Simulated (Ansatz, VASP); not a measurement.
# One calculation of Al6H, two programs

```
Al H
1.0
     5.71430    0.00000    0.00000
    -2.85715    4.94873    0.00000
     0.00000    0.00000   22.60164
Al H
12 2
Direct
  0.33333 0.16667 0.17698
  0.33333 0.66667 0.17698
  0.83333 0.16667 0.17698
  0.83333 0.66667 0.17698
  0.16667 0.33333 0.27878
  0.16667 0.83333 0.27878
  0.66667 0.33333 0.27878
  0.66667 0.83333 0.27878
  0.00000 0.00000 0.38058
  0.00000 0.50000 0.38058
  0.50000 0.00000 0.38058
  0.50000 0.50000 0.38058
  0.25292 0.16667 0.49561
  0.41375 0.16667 0.49561
```

Alike in both runs: task single point; functional PBE; k mesh 6 × 6 × 1; occupations gaussian, width 0.1 eV; no spin polarisation.

|  | VASP | Ansatz |
| --- | --- | --- |
| version | VASP 6.6.1 | Ansatz 0.2.0 |
| potentials or method | VASP PAW PBE potentials, release 64 (Al, H) | scalar-relativistic, plane waves, PAW |
| plane-wave cutoff (eV) | 520 | 420 |
| valence electrons in the cell | 38 | 38 |

|  | VASP | Ansatz | Ansatz less VASP |
| --- | --- | --- | --- |
| gap on the k mesh at the Fermi level (eV) | none | none | - |
| rms of the force components (eV/Å) | 0.722 | 0.722 | +0.0001 |
| work function, face that differs most (eV) | 3.96 | 3.95 | -0.003 |

Atom by atom the forces differ by 0.001 eV/Å (rms over components). A gap of «none» marks a metal or a gap that the smearing closes.
